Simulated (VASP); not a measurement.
# AlRu (Pm-3m) in VASP: elastic constants with PBE

Aim: the elastic constants of AlRu with PBE.

Program: VASP 6.6.1. These are calculated values, not measurements. Logs are shortened: lines on timing, memory, paths and dates and some standing lists are left out, and cuts for length are marked.

### 1 The crystal as given

Symmetry: Pm-3m, No. 221, cubic system. Conventional cell: a = 3.003 Å, b = 3.003 Å, c = 3.003 Å, α = 90.00°, β = 90.00°, γ = 90.00°. Ru (site symmetry m-3m) is surrounded by 8 Al at 2.60 Å. Al (site symmetry m-3m) has 8 Ru at 2.60 Å as nearest neighbours.

The cell was built by a generator and needn't be a form met in nature.

### 2 Elastic constants, PBE

Input file POSCAR:

```
AlRu
1.0
    3.0032199321      0.0000000000     -0.0000000000
    0.0000000000      3.0032199321      0.0000000000
   -0.0000000000      0.0000000000      3.0032199321
  Ru              Al
     1     1
Direct
     0.0000000000000000    0.0000000000000000    0.0000000000000000
     0.5000000000000000    0.5000000000000000    0.5000000000000000
```

Input file INCAR.step1:

```
  PREC = Accurate
  ENCUT = 600
  EDIFF = 1E-8
  ISMEAR = 1
  SIGMA = 0.2
  LREAL = F
  LASPH = T
  NELM = 80
  ALGO = Normal
  ISIF = 3
  LWAVE = F
  LCHARG = F
  GGA = PE
  KPAR = 8
  IBRION = 2
  NSW = 40
  EDIFFG = -0.002
```

Input file INCAR.step2:

```
  PREC = Accurate
  ENCUT = 600
  EDIFF = 1E-8
  ISMEAR = 1
  SIGMA = 0.2
  LREAL = F
  LASPH = T
  NELM = 80
  ALGO = Normal
  ISIF = 3
  LWAVE = F
  LCHARG = F
  GGA = PE
  KPAR = 8
  IBRION = 6
  NFREE = 2
  POTIM = 0.015
  NSW = 1
```

Input file KPOINTS:

```
regular mesh
0
Gamma
  18 18 18
```

Potentials or basis: VASP PAW PBE potentials, release 64 (Ru_pv, Al).

Started as:

```
> cat potpaw_PBE.64/Ru_pv/POTCAR potpaw_PBE.64/Al/POTCAR > POTCAR
> cp INCAR.step1 INCAR
> mpirun -np 8 vasp_std > vasp.out
> cp CONTCAR POSCAR
> cp INCAR.step2 INCAR
> mpirun -np 8 vasp_std > vasp.out
```

OUTCAR:

```text
PREC = Accurate
   ENCUT = 600
   EDIFF = 1E-8
   ISMEAR = 1
   LREAL = F
   LASPH = T
   NELM = 80
   ISIF = 3
   GGA = PE
   IBRION = 6
   NFREE = 2
   POTIM = 0.015
   NSW = 1

 ion  position               nearest neighbor table
   1  0.000  0.000  0.000-   2 2.60   2 2.60   2 2.60   2 2.60   2 2.60   2 2.60   2 2.60   2 2.60

   2  0.500  0.500  0.500-   1 2.60   1 2.60   1 2.60   1 2.60   1 2.60   1 2.60   1 2.60   1 2.60

  LATTYP: Found a simple cubic cell.
 ALAT       =     3.0032199321

  Lattice vectors:

 A1 = (   3.0032199321,   0.0000000000,   0.0000000000)
 A2 = (   0.0000000000,   3.0032199321,   0.0000000000)
 A3 = (   0.0000000000,   0.0000000000,   3.0032199321)

Analysis of symmetry for initial positions (statically):
=====================================================================
 Subroutine PRICEL returns:
 Original cell was already a primitive cell.

 Routine SETGRP: Setting up the symmetry group for a
 simple cubic supercell.

 Subroutine GETGRP returns: Found 48 space group operations
 (whereof 48 operations were pure point group operations)
 out of a pool of 48 trial point group operations.

The static configuration has the point symmetry O_h .

Analysis of symmetry for dynamics (positions and initial velocities):
=====================================================================
 Subroutine PRICEL returns:
 Original cell was already a primitive cell.

 Routine SETGRP: Setting up the symmetry group for a
 simple cubic supercell.

 Subroutine GETGRP returns: Found 48 space group operations
 (whereof 48 operations were pure point group operations)
 out of a pool of 48 trial point group operations.

The dynamic configuration has the point symmetry O_h .

 Subroutine INISYM returns: Found 48 space group operations
 (whereof 48 operations are pure point group operations),
 and found     1 'primitive' translations

----------------------------------------------------------------------------------------

                                     Primitive cell

  volume of cell :      27.0870

  direct lattice vectors                    reciprocal lattice vectors
     3.003219932  0.000000000  0.000000000     0.332975947  0.000000000  0.000000000
     0.000000000  3.003219932  0.000000000     0.000000000  0.332975947  0.000000000
     0.000000000  0.000000000  3.003219932     0.000000000  0.000000000  0.332975947

  length of vectors
     3.003219932  3.003219932  3.003219932     0.332975947  0.332975947  0.332975947

  position of ions in fractional coordinates (direct lattice)
     0.000000000  0.000000000  0.000000000
     0.500000000  0.500000000  0.500000000

  ion indices of the primitive-cell ions
   primitive index   ion index
                 1           1
                 2           2

----------------------------------------------------------------------------------------

 KPOINTS: regular mesh

Automatic generation of k-mesh.
 Grid dimensions read from file:
 generate k-points for:   18   18   18

 Generating k-lattice:

  Cartesian coordinates                     Fractional coordinates (reciprocal lattice)
     0.018498664  0.000000000  0.000000000     0.055555556  0.000000000  0.000000000
[... 113 lines left out ...]

  FORCE on cell =-STRESS in cart. coord.  units (eV):
  Direction    XX          YY          ZZ          XY          YZ          ZX
  --------------------------------------------------------------------------------------
  -------------------------------------------------------------------------------------
  Total       -0.0001972     -0.0001972     -0.0001972     -0.0000000      0.0000000     -0.0000000
  in kB       -0.0116663     -0.0116663     -0.0116663     -0.0000000      0.0000000     -0.0000000
  external PRESSURE =      -0.0116663 kB  Pullay stress =       0.0000000 kB
[... 89 lines left out ...]
  FREE ENERGIE OF THE ION-ELECTRON SYSTEM (eV)
  ---------------------------------------------------
  free  energy   TOTEN  =       -14.2540947058 eV

  energy  without entropy=      -14.2543762747  energy(sigma->0) =      -14.25418856

[... ionic steps 4 to 14 ...]

--------------------------------------- Ionic step       15  -------------------------------------------

 number of electron      16.9999998 magnetization

------------------------ aborting loop because EDIFF is reached ----------------------------------------
[... 67 lines left out ...]
--------------------------------------- Ionic step       17  -------------------------------------------

 number of electron      16.9999996 magnetization

 Free energy of the ion-electron system (eV)
  ---------------------------------------------------
  ext. energy  EPLUGINS =         0.00000000
  ---------------------------------------------------
  free energy    TOTEN  =       -14.25950648 eV

  energy without entropy =      -14.25977988  energy(sigma->0) =      -14.25959762

 E-fermi :  10.5430     XC(G=0): -12.5069

 val. band max:       10.5362922707   @ k =   0.0556   0.0556   0.0556
 cond. band min:      10.5469494055   @ k =   0.1667   0.1111   0.0000
 fundamental gap:      0.0106571348
 Fermi energy:        10.5429705446

 k-point     1 :       0.0000    0.0000    0.0000
  band No.  band energies     occupation
      1     -31.2155      2.00000
      2     -31.2155      2.00000
      3     -31.2154      2.00000
      4       0.9470      2.00000
      5       7.0488      2.00000
      6       7.0490      2.00000
      7      10.7240     -0.02450
      8      10.7242     -0.02496
      9      10.7242     -0.02497
     10      16.5757      0.00000
     11      16.5757      0.00000
     12      16.5760      0.00000
[... 331 lines left out ...]
 k-point    24 :       0.3333    0.1111    0.0000
  band No.  band energies     occupation
      1     -31.3631      2.00000
      2     -31.2256      2.00000
      3     -31.2006      2.00000
      4       3.0932      2.00000
      5       6.7930      2.00000
      6       7.7117      2.00000
      7       9.1649      2.00000
      8       9.3629      2.00000
      9      10.6745      0.11165
     10      13.1320     -0.00000
     11      17.9199      0.00000
     12      19.6483      0.00000

 [... further k-points ...]

------------------------ aborting loop because EDIFF is reached ----------------------------------------

  FORCE on cell =-STRESS in cart. coord.  units (eV):
  Direction    XX          YY          ZZ          XY          YZ          ZX
  --------------------------------------------------------------------------------------
  -------------------------------------------------------------------------------------
  Total        0.0011258      0.0038979      0.0038979      0.0000000      0.0000000      0.0000000
  in kB        0.0665890      0.2305598      0.2305598      0.0000000      0.0000000      0.0000000
  external PRESSURE =       0.1759028 kB  Pullay stress =       0.0000000 kB
[... 17 lines left out ...]
  FREE ENERGIE OF THE ION-ELECTRON SYSTEM (eV)
  ---------------------------------------------------
  free  energy   TOTEN  =       -14.2595064839 eV

  energy  without entropy=      -14.2597798799  energy(sigma->0) =      -14.25959762

 INTERNAL STRAIN TENSORS FROM STRAINED CELLS
 ============================================

 INTERNAL STRAIN TENSOR FOR ION    1 for displacements in x,y,z  (eV/Angst):
          X           Y           Z          XY          YZ          ZX
  --------------------------------------------------------------------------------
  x     0.00000     0.00000     0.00000     0.00000     0.00000    -0.00000
  y     0.00000     0.00000     0.00000     0.00000     0.00000     0.00000
  z     0.00000     0.00000     0.00000     0.00000     0.00000     0.00000

 INTERNAL STRAIN TENSORS FROM DISPLACED ATOMS
 ============================================

 INTERNAL STRAIN TENSOR FOR ION    1 for displacements in x,y,z  (eV/Angst):
          X           Y           Z          XY          YZ          ZX
  --------------------------------------------------------------------------------
  x     0.00000     0.00000     0.00000     0.00000     0.00000     0.00000
  y     0.00000     0.00000     0.00000     0.00000     0.00000     0.00000
  z     0.00000     0.00000     0.00000     0.00000     0.00000     0.00000

 INTERNAL STRAIN TENSOR FOR ION    2 for displacements in x,y,z  (eV/Angst):
          X           Y           Z          XY          YZ          ZX
  --------------------------------------------------------------------------------
  x     0.00000     0.00000     0.00000     0.00000     0.00000     0.00000
  y     0.00000     0.00000     0.00000     0.00000     0.00000     0.00000
  z     0.00000     0.00000     0.00000     0.00000     0.00000     0.00000

 Eigenvectors and eigenvalues of the dynamical matrix
 ----------------------------------------------------

   1 f  =    9.268386 THz    58.234985 2PiTHz  309.160069 cm-1    38.330946 meV
             X         Y         Z           dx          dy          dz
      0.000000  0.000000  0.000000    -0.000000    0.458965   -0.000000
      1.501610  1.501610  1.501610    -0.000000   -0.888454    0.000000
[... 21 lines left out ...]
   6 f/i=    0.000634 THz     0.003985 2PiTHz    0.021156 cm-1     0.002623 meV
             X         Y         Z           dx          dy          dz
      0.000000  0.000000  0.000000     0.888454    0.000000   -0.000000
      1.501610  1.501610  1.501610     0.458965   -0.000000    0.000000

--------------------------------------------------------------------------------------------------------

 ELASTIC MODULI CONTR FROM IONIC RELAXATION (kBar)
 Direction    XX          YY          ZZ          XY          YZ          ZX
 --------------------------------------------------------------------------------
 XX           0.0000      0.0000      0.0000      0.0000      0.0000      0.0000
 YY           0.0000      0.0000      0.0000      0.0000      0.0000      0.0000
 ZZ           0.0000      0.0000      0.0000      0.0000      0.0000      0.0000
 XY           0.0000      0.0000      0.0000      0.0000      0.0000      0.0000
 YZ           0.0000      0.0000      0.0000      0.0000      0.0000      0.0000
 ZX           0.0000      0.0000      0.0000      0.0000      0.0000      0.0000
 --------------------------------------------------------------------------------

 TOTAL ELASTIC MODULI (kBar)
 Direction    XX          YY          ZZ          XY          YZ          ZX
 --------------------------------------------------------------------------------
 XX        3188.4894   1477.5870   1477.5870      0.0000     -0.0000      0.0000
 YY        1477.5870   3188.4894   1477.5870     -0.0000     -0.0000      0.0000
 ZZ        1477.5870   1477.5870   3188.4894     -0.0000     -0.0000      0.0000
 XY           0.0000     -0.0000     -0.0000   1240.8689      0.0000      0.0000
 YZ          -0.0000     -0.0000     -0.0000      0.0000   1240.8689      0.0000
 ZX           0.0000      0.0000      0.0000      0.0000      0.0000   1240.8689
 --------------------------------------------------------------------------------
```

Wall time 7.7 min (8 MPI ranks of Intel Xeon Platinum 8175M at 2.50GHz (Skylake/Cascade Lake), shared host); peak memory 1.1 GiB.

Results:

| Item | Value |
| --- | --- |
| Elastic constants C11, C12, C44 | 319, 148, 124 GPa |
| Voigt bulk modulus | 205 GPa |
| Highest phonon frequency at Γ, LO-TO splitting left out | 309 cm⁻¹ |

Phonon frequencies in cm⁻¹ (negative: imaginary):
```tsv
q point	frequencies
(0.000, 0.000, 0.000)	0 0 0 309 309 309
```

Elastic tensor in Voigt notation (GPa, in the Cartesian axes of the cell as first typed):
```
319 148 148   0   0   0
148 319 148   0   0   0
148 148 319   0   0   0
  0   0   0 124   0   0
  0   0   0   0 124   0
  0   0   0   0   0 124
```

Clamped-ion elastic tensor (GPa):
```
319 148 148   0   0   0
148 319 148   0   0   0
148 148 319   0   0   0
  0   0   0 124   0   0
  0   0   0   0 124   0
  0   0   0   0   0 124
```
